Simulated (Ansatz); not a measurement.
# Ni (Nickel): the cost of one run

Computed with Ansatz 0.2.0 (DFT PBE+D3(BJ), scalar-relativistic, plane waves, PAW, unless a step's input says otherwise).

### Step 1. The system as given

The structure is cubic, space group Fm-3m (No. 225). Conventional cell: a = 3.478 Å, b = 3.478 Å, c = 3.478 Å, α = 90.00°, β = 90.00°, γ = 90.00°. Ni (site symmetry m-3m) has 12 Ni at 2.46 Å as nearest neighbours.

Structure file:

```
Ni
1.0
     0.00000    1.73909    1.73909
     1.73909    0.00000    1.73909
     1.73909    1.73909    0.00000
Ni
1
Direct
  0.00000 0.00000 0.00000
```

This cell was relaxed beforehand with the same method: volume 10.52 Å³/atom, gap on the mesh none (metal), site moments up to 0.7 μB.

### Step 2. The slab

Planes are indexed in the bulk's conventional cell (Fm-3m (No. 225)), a = 3.478 Å, b = 3.478 Å, c = 3.478 Å, α = 90.00°, β = 90.00°, γ = 90.00°.

A (100) slab, 7.0 Å thick as cut, with 17 Å of vacuum; its outer planes are Ni (top) and Ni (bottom).

The slab as cut. Layers, bottom to top:

| plane | atoms per cell | height over the lowest (Å) |
| --- | --- | --- |
| 1 | Ni2 | 0.00 |
| 2 | Ni2 | 1.74 |
| 3 | Ni2 | 3.48 |
| 4 | Ni2 | 5.22 |
| 5 | Ni2 | 6.96 |

### Step 3. The clean surface, relaxed

input.yaml

```yaml
crystal:
  lattice:
    - [3.4781861089, 0.0, 0.0]
    - [0.0, 3.4781861089, 0.0]
    - [0.0, 0.0, 23.9563722178]
  atoms:
    - { symbol: Ni, position: [0.0, 0.5, 0.3548116519], spin: 0.74 }
    - { symbol: Ni, position: [0.5, 0.0, 0.3548116519], spin: 0.74 }
    - { symbol: Ni, position: [0.5, 0.5, 0.4274058259], spin: 0.74 }
    - { symbol: Ni, position: [0.0, 0.0, 0.4274058259], spin: 0.74 }
    - { symbol: Ni, position: [0.0, 0.5, 0.5], spin: 0.74 }
    - { symbol: Ni, position: [0.5, 0.0, 0.5], spin: 0.74 }
    - { symbol: Ni, position: [0.5, 0.5, 0.5725941741], spin: 0.74 }
    - { symbol: Ni, position: [0.0, 0.0, 0.5725941741], spin: 0.74 }
    - { symbol: Ni, position: [0.0, 0.5, 0.6451883481], spin: 0.74 }
    - { symbol: Ni, position: [0.5, 0.0, 0.6451883481], spin: 0.74 }
basis:
  ecutwfc: 420
kpoints:
  mp_grid: { grid: [8, 8, 1] }
hamiltonian:
  xc: pbe
  dispersion: d3bj
scf:
  occupations: { method: gaussian, width: 0.1 }
output:
  forces: true
  eigenvalues: true
  populations: true
  write_density: true
  write_potential: true
  elf: true
  volumetric_format: npy
magnetization:
  spin_polarized: true
relax:
  adjacent_minimum: "off"
  f_tol: 0.03
  max_steps: 70
  constraints: [{ sites: [0, 1, 2, 3] }]
efield:
  axis: 3
  dipole_correction: true
```

Started as:

```console
$ ansatz run input.yaml --threads 4 --pin off --max-ram 10240MiB --backend cpu --events-out ev --progress --plain --runs-dir out
```

**Question.** How long does this run take on 4 threads of Intel Xeon 6975P-C (Granite Rapids), shared host, and how much memory does it need?

About 77 s, with a peak of 1.4 GiB.
